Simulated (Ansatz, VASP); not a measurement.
# Al: VASP beside Ansatz

```
Al
1.0
     0.00000    2.01040    2.01040
     2.01040    0.00000    2.01040
     2.01040    2.01040    0.00000
Al
1
Direct
  0.00000 0.00000 0.00000
```

Change from the starting cell: volume scaled by 0.98.

Alike in both runs: task single point; functional PBE; k mesh 14 × 14 × 14; occupations fermi-dirac, width 0.05 eV; no spin polarisation.

```csv
,VASP,Ansatz
version,VASP 6.6.1,Ansatz 0.2.0
potentials or method,"VASP PAW PBE potentials, release 64 (Al), cutoff 520 eV","all-electron LAPW, scalar-relativistic"
```

```tsv
	VASP	Ansatz	Ansatz less VASP
pressure (GPa)	0.9	1.0	+0.03
```

Ansatz ran all-electron here, so the differences hold the error of VASP's frozen core and of both bases.
